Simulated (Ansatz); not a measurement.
# Iridium, bcc under RPBE: ground state and equation of state, part 2 of 2

What does RPBE give for iridium in the bcc structure? We relax it, solve it on a dense k-mesh, then scale the cell to 7 volumes from 88 to 112 % of the relaxed one and try a fit of the equation of state. Spin polarisation is left out. The k-meshes are 14×14×14 for the relaxation; 23×23×23 for the dense run; 16×16×16 for the volumes.

Ansatz 0.2.0; DFT, RPBE, plane waves (420 eV) with PAW, scalar-relativistic. The steps go on from the part before.

### 5 Equation of state: 92 %

This is Ir in the bcc structure; at room conditions it is fcc.

The input, input.yaml:

```yaml
crystal:
  lattice:
    - [-1.519789337, 1.519789337, 1.519789337]
    - [1.519789337, -1.519789337, 1.519789337]
    - [1.519789337, 1.519789337, -1.519789337]
  atoms:
    - { symbol: Ir, position: [0.0, 0.0, 0.0] }
hamiltonian:
  xc: rpbe
  pseudopotentials:
    kind: paw
    azcp:
      Ir: "pseudopotentials/Ir.paw.azcp"
basis:
  ecutwfc: 420
  fft_grid_basis: typed
kpoints:
  mp_grid: { grid: [16, 16, 16], shift: [0, 0, 0] }
magnetization:
  spin_polarized: false
scf:
  occupations: { method: fermi_dirac, width: 0.1 }
  lower_state_search: "off"
output:
  stress: true
  write_density: true
  write_potential: true
  elf: true
  volumetric_format: npy
```

Run with:

```sh
$ ansatz run input.yaml --threads 2 --pin off --max-ram 5120MiB --backend cpu --events-out ev --progress --plain --runs-dir out
```

Standard output (excerpt; [...] marks lines left out):

```text
Warning: RAYON_NUM_THREADS=2 ignored (pool sized by the plan → 2); use --threads N
[...]
Pseudopotentials: kind: paw
Pseudopotential: Ir, paw, valence charge 17, recommended cutoff 420 eV (normal), <dir>
Functional definition: RPBE
[...]
Crystal: 1 atoms, lattice volume = 14.041 Å³
Basis set: ecut = 420 eV, 249 PW (Γ)
Bands: 13, of which v1, the nominal top of the filled ones, is band 9 counted from 1 (8 counted from 0)
Symmetry: 48 space group operations
Space group: Im-3m (ITA 229), of the structure as read, at distance tolerance 2.4e-5 Å
k-points: 145 of 4096
[...]
SCF iter   1: F=—  HF=-11948.061757 eV  |F-HF|=—  |Δ(HF+E_count)|=         —  Δρ=6.44e-3  dr2=3.14e-3  ethr=1.77e-3  ⟨swp⟩=5.0  Hψ=9371  notcnv=0
[...]
SCF iter   6: F=-11948.061779 eV  HF=-11948.061779 eV  |F-HF|=4.18e-11  |Δ(HF+E_count)|=  3.64e-10  Δρ=9.22e-7  dr2=5.24e-11  ethr=9.48e-12  ⟨swp⟩=3.9  Hψ=8721  notcnv=0
[...]
SCF converged after 6 iterations
Free energy (F): -11948.061779 eV
[...]
E sigma→0 (E₀):  -11948.026141 eV
Entropy (-TS):   -0.071276 eV (-71.276 meV/atom)
Fermi energy:    25.893539 eV
[...]
--- Stress (GPa, compression-positive) ---
       30.013190      -0.000000       0.000000
       -0.000000      30.013190      -0.000000
        0.000000      -0.000000      30.013190
  P = ⅓ Tr σ = 30.0132 GPa (300.132 kbar)
--- Band table (eV; the first three rows and the last of 145) ---
  k-point 0: bands = ["-66.5255", "-23.0375", "-23.0375", "-23.0375", "14.9797", "22.1281", "22.1281", "22.1281", "25.3169", "25.3169", "42.0842", "42.0842", "42.0842"]
[...]
```

It took 1.3 s on 2 threads of Intel Xeon Platinum 8488C (Sapphire Rapids), shared host; peak memory 0.34 GiB.

Axes a, b and c in the maps are those of this run's conventional cell (a, b, c = 3.040, 3.040, 3.040 Å).

Density in a lattice plane of the grid's cell (edges 3.04 and 3.04 Å, at 0.000 of the third edge), which holds Ir.

Ten even steps from '0' (0.27 e/Å³) to '9' (8.99 e/Å³):
```
999864210000000001246899
998753110000000001135789
776532100000000000123567
544321000000000000012344
222110000000000000001122
110000000000000000000001
000000000000000000000000
000000000000000000000000
000000000000000000000000
000000000000000000000000
000000000000000000000000
000000000000000000000000
000000000000000000000000
110000000000000000000001
222110000000000000001122
544321000000000000012344
776532100000000000123567
998753110000000001135789
999864210000000001246899
999964210000000001246999
```
Columns run along the first of these edges and rows up along the second, over one cell in 24 and 20 even steps from the bottom left corner. Atoms in the plane (fractional): Ir at (0.00, 0.00).

ELF in the same plane.

Values, 12 rows by 12 columns:
```
0.50 0.61 0.66 0.51 0.31 0.26 0.27 0.26 0.31 0.51 0.66 0.61
0.67 0.66 0.55 0.36 0.26 0.26 0.26 0.26 0.26 0.36 0.55 0.66
0.58 0.51 0.36 0.25 0.25 0.26 0.26 0.26 0.25 0.25 0.36 0.51
0.34 0.31 0.26 0.25 0.26 0.26 0.26 0.26 0.26 0.25 0.26 0.31
0.27 0.26 0.26 0.26 0.26 0.26 0.27 0.26 0.26 0.26 0.26 0.26
0.27 0.27 0.26 0.26 0.26 0.27 0.27 0.27 0.26 0.26 0.26 0.27
0.27 0.26 0.26 0.26 0.26 0.26 0.27 0.26 0.26 0.26 0.26 0.26
0.34 0.31 0.26 0.25 0.26 0.26 0.26 0.26 0.26 0.25 0.26 0.31
0.58 0.51 0.36 0.25 0.25 0.26 0.26 0.26 0.25 0.25 0.36 0.51
0.67 0.66 0.55 0.36 0.26 0.26 0.26 0.26 0.26 0.36 0.55 0.66
0.50 0.61 0.66 0.51 0.31 0.26 0.27 0.26 0.31 0.51 0.66 0.61
0.28 0.50 0.67 0.58 0.34 0.27 0.27 0.27 0.34 0.58 0.67 0.50
```
Columns run along the first of these edges and rows up along the second, over one cell in 12 and 12 even steps from the bottom left corner. Atoms in the plane (fractional): Ir at (0.00, 0.00).

Both are smooth fields of the valence electrons: close to the nuclei they are not physical.

### 6 Equation of state: 96 %

input.yaml, as its differences from that of step 5:

```diff
@@ -2,5 +2,5 @@
   lattice:
-    - [-1.519789337, 1.519789337, 1.519789337]
-    - [1.519789337, -1.519789337, 1.519789337]
-    - [1.519789337, 1.519789337, -1.519789337]
+    - [-1.5415035469, 1.5415035469, 1.5415035469]
+    - [1.5415035469, -1.5415035469, 1.5415035469]
+    - [1.5415035469, 1.5415035469, -1.5415035469]
   atoms:
@@ -25,5 +25 @@
   stress: true
-  write_density: true
-  write_potential: true
-  elf: true
-  volumetric_format: npy
```

Run with:

```sh
$ ansatz run input.yaml --threads 2 --pin off --max-ram 5120MiB --backend cpu --events-out ev --progress --plain --runs-dir out
```

Standard output (excerpt; [...] marks lines left out):

```text
Warning: RAYON_NUM_THREADS=2 ignored (pool sized by the plan → 2); use --threads N
[...]
[... 3 set-up lines as earlier in the session ...]
[...]
Crystal: 1 atoms, lattice volume = 14.652 Å³
Basis set: ecut = 420 eV, 321 PW (Γ)
Bands: 13, of which v1, the nominal top of the filled ones, is band 9 counted from 1 (8 counted from 0)
[... 2 set-up lines as earlier in the session ...]
k-points: 145 of 4096
[...]
SCF iter   1: F=—  HF=-11948.142531 eV  |F-HF|=—  |Δ(HF+E_count)|=         —  Δρ=6.33e-3  dr2=2.99e-3  ethr=1.77e-3  ⟨swp⟩=5.0  Hψ=9533  notcnv=0
[...]
SCF iter   6: F=-11948.142934 eV  HF=-11948.142934 eV  |F-HF|=1.22e-10  |Δ(HF+E_count)|=   5.45e-8  Δρ=1.39e-6  dr2=5.26e-11  ethr=1.61e-10  ⟨swp⟩=1.8  Hψ=6273  notcnv=0
[...]
SCF converged after 6 iterations
Free energy (F): -11948.142934 eV
[...]
E sigma→0 (E₀):  -11948.105431 eV
Entropy (-TS):   -0.075007 eV (-75.007 meV/atom)
Fermi energy:    24.551800 eV
[...]
--- Stress (GPa, compression-positive) ---
       13.252738       0.000000      -0.000000
        0.000000      13.252738      -0.000000
        0.000000       0.000000      13.252738
  P = ⅓ Tr σ = 13.2527 GPa (132.527 kbar)
```

It took 0.94 s on 2 threads of Intel Xeon Platinum 8488C (Sapphire Rapids), shared host; peak memory 0.31 GiB.

### 7 Equation of state: 100 %

input.yaml, as its differences from that of step 6:

```diff
@@ -2,5 +2,5 @@
   lattice:
-    - [-1.5415035469, 1.5415035469, 1.5415035469]
-    - [1.5415035469, -1.5415035469, 1.5415035469]
-    - [1.5415035469, 1.5415035469, -1.5415035469]
+    - [-1.5626226582, 1.5626226582, 1.5626226582]
+    - [1.5626226582, -1.5626226582, 1.5626226582]
+    - [1.5626226582, 1.5626226582, -1.5626226582]
   atoms:
@@ -25 +25,5 @@
   stress: true
+  write_density: true
+  write_potential: true
+  elf: true
+  volumetric_format: npy
```

Run with:

```sh
$ ansatz run input.yaml --threads 2 --pin off --max-ram 5120MiB --backend cpu --events-out ev --progress --plain --runs-dir out
```

Standard output (excerpt; [...] marks lines left out):

```text
Warning: RAYON_NUM_THREADS=2 ignored (pool sized by the plan → 2); use --threads N
[...]
[... 3 set-up lines as earlier in the session ...]
[...]
Crystal: 1 atoms, lattice volume = 15.262 Å³
Basis set: ecut = 420 eV, 321 PW (Γ)
Bands: 13, of which v1, the nominal top of the filled ones, is band 9 counted from 1 (8 counted from 0)
[... 2 set-up lines as earlier in the session ...]
k-points: 145 of 4096
[...]
SCF iter   1: F=—  HF=-11948.166748 eV  |F-HF|=—  |Δ(HF+E_count)|=         —  Δρ=6.42e-3  dr2=2.95e-3  ethr=1.77e-3  ⟨swp⟩=5.0  Hψ=9443  notcnv=0
[...]
SCF iter   6: F=-11948.167366 eV  HF=-11948.167366 eV  |F-HF|=7.28e-12  |Δ(HF+E_count)|=   9.76e-9  Δρ=8.85e-7  dr2=3.11e-11  ethr=3.21e-11  ⟨swp⟩=4.1  Hψ=9042  notcnv=0
[...]
SCF converged after 6 iterations
Free energy (F): -11948.167366 eV
[...]
E sigma→0 (E₀):  -11948.128055 eV
Entropy (-TS):   -0.078623 eV (-78.623 meV/atom)
Fermi energy:    23.315866 eV
[...]
--- Stress (GPa, compression-positive) ---
        0.106090      -0.000000       0.000000
        0.000000       0.106090       0.000000
       -0.000000      -0.000000       0.106090
  P = ⅓ Tr σ = 0.1061 GPa (1.061 kbar)
--- Band table (eV; the first three rows and the last of 145) ---
  k-point 0: bands = ["-68.9034", "-25.4910", "-25.4910", "-25.4910", "13.2379", "19.9960", "19.9960", "19.9960", "22.8338", "22.8338", "39.5557", "39.5557", "39.5557"]
[...]
```

It took 1.2 s on 2 threads of Intel Xeon Platinum 8488C (Sapphire Rapids), shared host; peak memory 0.35 GiB.

### 8 Equation of state: 104 %

input.yaml, as its differences from that of step 7:

```diff
@@ -2,5 +2,5 @@
   lattice:
-    - [-1.5626226582, 1.5626226582, 1.5626226582]
-    - [1.5626226582, -1.5626226582, 1.5626226582]
-    - [1.5626226582, 1.5626226582, -1.5626226582]
+    - [-1.5831858408, 1.5831858408, 1.5831858408]
+    - [1.5831858408, -1.5831858408, 1.5831858408]
+    - [1.5831858408, 1.5831858408, -1.5831858408]
   atoms:
@@ -25,5 +25 @@
   stress: true
-  write_density: true
-  write_potential: true
-  elf: true
-  volumetric_format: npy
```

Run with:

```sh
$ ansatz run input.yaml --threads 2 --pin off --max-ram 5120MiB --backend cpu --events-out ev --progress --plain --runs-dir out
```

Standard output (excerpt; [...] marks lines left out):

```text
Warning: RAYON_NUM_THREADS=2 ignored (pool sized by the plan → 2); use --threads N
[...]
[... 3 set-up lines as earlier in the session ...]
[...]
Crystal: 1 atoms, lattice volume = 15.873 Å³
Basis set: ecut = 420 eV, 321 PW (Γ)
Bands: 13, of which v1, the nominal top of the filled ones, is band 9 counted from 1 (8 counted from 0)
[... 2 set-up lines as earlier in the session ...]
k-points: 145 of 4096
[...]
SCF iter   1: F=—  HF=-11948.146665 eV  |F-HF|=—  |Δ(HF+E_count)|=         —  Δρ=6.61e-3  dr2=2.93e-3  ethr=1.77e-3  ⟨swp⟩=5.0  Hψ=9569  notcnv=0
[...]
SCF iter   6: F=-11948.147368 eV  HF=-11948.147368 eV  |F-HF|=1.46e-11  |Δ(HF+E_count)|=  8.62e-10  Δρ=1.20e-6  dr2=7.15e-11  ethr=1.63e-11  ⟨swp⟩=1.1  Hψ=6026  notcnv=0
[...]
SCF converged after 6 iterations
Free energy (F): -11948.147368 eV
[...]
E sigma→0 (E₀):  -11948.106304 eV
Entropy (-TS):   -0.082129 eV (-82.129 meV/atom)
Fermi energy:    22.173957 eV
[...]
--- Stress (GPa, compression-positive) ---
      -10.185755      -0.000000      -0.000000
       -0.000000     -10.185755       0.000000
       -0.000000      -0.000000     -10.185755
  P = ⅓ Tr σ = -10.1858 GPa (-101.858 kbar)
```

Wall time 0.98 s (2 threads of Intel Xeon Platinum 8488C (Sapphire Rapids), shared host); peak memory 0.34 GiB.

### 9 Equation of state: 108 %

input.yaml, as its differences from that of step 8:

```diff
@@ -2,5 +2,5 @@
   lattice:
-    - [-1.5831858408, 1.5831858408, 1.5831858408]
-    - [1.5831858408, -1.5831858408, 1.5831858408]
-    - [1.5831858408, 1.5831858408, -1.5831858408]
+    - [-1.6032282956, 1.6032282956, 1.6032282956]
+    - [1.6032282956, -1.6032282956, 1.6032282956]
+    - [1.6032282956, 1.6032282956, -1.6032282956]
   atoms:
```

Run with:

```sh
$ ansatz run input.yaml --threads 2 --pin off --max-ram 5120MiB --backend cpu --events-out ev --progress --plain --runs-dir out
```

Standard output (excerpt; [...] marks lines left out):

```text
Warning: RAYON_NUM_THREADS=2 ignored (pool sized by the plan → 2); use --threads N
[...]
[... 3 set-up lines as earlier in the session ...]
[...]
Crystal: 1 atoms, lattice volume = 16.483 Å³
Basis set: ecut = 420 eV, 321 PW (Γ)
Bands: 13, of which v1, the nominal top of the filled ones, is band 9 counted from 1 (8 counted from 0)
[... 2 set-up lines as earlier in the session ...]
k-points: 145 of 4096
[...]
SCF iter   1: F=—  HF=-11948.091981 eV  |F-HF|=—  |Δ(HF+E_count)|=         —  Δρ=6.85e-3  dr2=3.05e-3  ethr=1.77e-3  ⟨swp⟩=5.0  Hψ=9576  notcnv=0
[...]
SCF iter   6: F=-11948.092639 eV  HF=-11948.092639 eV  |F-HF|=3.27e-11  |Δ(HF+E_count)|=  4.95e-10  Δρ=1.57e-6  dr2=1.22e-10  ethr=1.68e-11  ⟨swp⟩=1.1  Hψ=6031  notcnv=0
[...]
SCF converged after 6 iterations
Free energy (F): -11948.092639 eV
[...]
E sigma→0 (E₀):  -11948.049856 eV
Entropy (-TS):   -0.085566 eV (-85.566 meV/atom)
Fermi energy:    21.115978 eV
[...]
--- Stress (GPa, compression-positive) ---
      -18.203722      -0.000000       0.000000
       -0.000000     -18.203722      -0.000000
        0.000000      -0.000000     -18.203722
  P = ⅓ Tr σ = -18.2037 GPa (-182.037 kbar)
```

It took 1 s on 2 threads of Intel Xeon Platinum 8488C (Sapphire Rapids), shared host; peak memory 0.35 GiB.

### 10 Equation of state: 112 %

input.yaml, as its differences from that of step 9:

```diff
@@ -2,5 +2,5 @@
   lattice:
-    - [-1.6032282956, 1.6032282956, 1.6032282956]
-    - [1.6032282956, -1.6032282956, 1.6032282956]
-    - [1.6032282956, 1.6032282956, -1.6032282956]
+    - [-1.6227817872, 1.6227817872, 1.6227817872]
+    - [1.6227817872, -1.6227817872, 1.6227817872]
+    - [1.6227817872, 1.6227817872, -1.6227817872]
   atoms:
```

Run with:

```sh
$ ansatz run input.yaml --threads 2 --pin off --max-ram 5120MiB --backend cpu --events-out ev --progress --plain --runs-dir out
```

Standard output (excerpt; [...] marks lines left out):

```text
Warning: RAYON_NUM_THREADS=2 ignored (pool sized by the plan → 2); use --threads N
[...]
[... 3 set-up lines as earlier in the session ...]
[...]
Crystal: 1 atoms, lattice volume = 17.094 Å³
Basis set: ecut = 420 eV, 321 PW (Γ)
Bands: 13, of which v1, the nominal top of the filled ones, is band 9 counted from 1 (8 counted from 0)
[... 1 set-up line as earlier in the session ...]
Space group: Im-3m (ITA 229), of the structure as read, at distance tolerance 2.6e-5 Å
k-points: 145 of 4096
[...]
SCF iter   1: F=—  HF=-11948.010489 eV  |F-HF|=—  |Δ(HF+E_count)|=         —  Δρ=7.10e-3  dr2=3.26e-3  ethr=1.77e-3  ⟨swp⟩=4.9  Hψ=9554  notcnv=0
[...]
SCF iter   6: F=-11948.010941 eV  HF=-11948.010941 eV  |F-HF|=9.28e-11  |Δ(HF+E_count)|=  9.42e-10  Δρ=1.97e-6  dr2=2.20e-10  ethr=2.21e-11  ⟨swp⟩=1.1  Hψ=6039  notcnv=0
[...]
SCF converged after 6 iterations
Free energy (F): -11948.010941 eV
[...]
E sigma→0 (E₀):  -11947.966455 eV
Entropy (-TS):   -0.088971 eV (-88.971 meV/atom)
Fermi energy:    20.133368 eV
[...]
--- Stress (GPa, compression-positive) ---
      -24.409073       0.000000      -0.000000
       -0.000000     -24.409073       0.000000
       -0.000000      -0.000000     -24.409073
  P = ⅓ Tr σ = -24.4091 GPa (-244.091 kbar)
```

Run time: 0.93 s. Hardware: 2 threads of Intel Xeon Platinum 8488C (Sapphire Rapids), shared host; peak memory 0.32 GiB.

### 11 Energy and pressure against volume

The cell was scaled evenly, with its shape and the fractional positions fixed.

```tsv
V (Å³/atom)	E − E₀ (meV/atom)	P from the stress (GPa)	P from the fit (GPa)
13.431	253.4	51.35	50.94
14.041	101.9	30.01	29.50
14.652	22.6	13.25	12.75
15.262	0.0	0.11	-0.35
15.873	21.7	-10.19	-10.62
16.483	78.2	-18.20	-18.65
17.094	161.6	-24.41	-24.91
```

Fit (Birch-Murnaghan, third order): V₀ = 15.244 Å³/atom, B₀ = 291 GPa, B₀′ = 5.1, largest residual 0.07 meV/atom.

Fit and stress differ a little: one follows E(σ → 0), the other the smeared free energy.

### 12 Results

What follows sums up all 2 parts.

| quantity | value |
| --- | --- |
| space group (spins left aside) | Im-3m (No. 229) |
| conventional cell | a = 3.125 Å |
| volume | 15.262 Å³/atom |
| shortest distance | 2.707 Å |
| gap on the mesh | none (levels filled in part) |
| relative to fcc | +627 meV/atom |
| V₀, B₀, B₀′ | 15.244 Å³/atom, 291 GPa, 5.1 |

The relaxation enlarged the cell by 7.9 % in volume. It lies 627 meV/atom above the element's reference form at the same level (fcc, from a run of its own). Levels at the Fermi energy are filled in part, as in a metal. B₀ comes out at 291 GPa, among the stiffest elements. The symmetry was held, so the structure may be unstable against distortions that break it.
